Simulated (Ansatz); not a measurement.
# GaAs: the cost of one run

Method: DFT PBEsol, scalar-relativistic, plane waves, PAW, in Ansatz 0.2.0.

**1. Starting point**

The structure is cubic, space group F-43m (No. 216). The conventional cell has a = 5.750 Å, b = 5.750 Å, c = 5.750 Å, α = 90.00°, β = 90.00°, γ = 90.00°. Ga (site symmetry -43m) is surrounded by 4 As at 2.49 Å. As (site symmetry -43m) has 4 Ga at 2.49 Å as nearest neighbours.

As a file:

```
Ga As
1.0
     0.00000    2.87509    2.87509
     2.87509    0.00000    2.87509
     2.87509    2.87509    0.00000
Ga As
1 1
Direct
  0.00000 0.00000 0.00000
  0.75000 0.75000 0.75000
```

Source of the structure: the Materials Project (structure only).

(A quick probe on a coarse mesh, which set the mesh and smearing, is not shown.)

**3. Full relaxation**

Contents of input.yaml:

```yaml
crystal:
  lattice:
    - [0.0, 2.87509105, 2.87509105]
    - [2.87509105, 0.0, 2.87509105]
    - [2.87509105, 2.87509105, 0.0]
  atoms:
    - { symbol: Ga, position: [0.0, 0.0, 0.0] }
    - { symbol: As, position: [0.75, 0.75, 0.75] }
basis:
  ecutwfc: 420
kpoints:
  mp_grid: { grid: [10, 10, 10] }
hamiltonian:
  xc: pbesol
scf:
  occupations: { method: gaussian, width: 0.01 }
output:
  forces: true
  stress: true
  eigenvalues: true
relax:
  adjacent_minimum: "off"
  f_tol: 0.005
  max_steps: 80
  cell: { stress_tol: 0.05 }
```

The run is started by

```bash
> ansatz run input.yaml --threads 4 --pin off --max-ram 8192MiB --backend cpu --events-out ev --progress --plain --runs-dir out
```

Q: Estimate wall time and peak memory on 4 threads of Intel Xeon Platinum 8259CL at 2.50GHz (Skylake/Cascade Lake), shared host.

About 6.8 s, with a peak of 0.44 GiB.
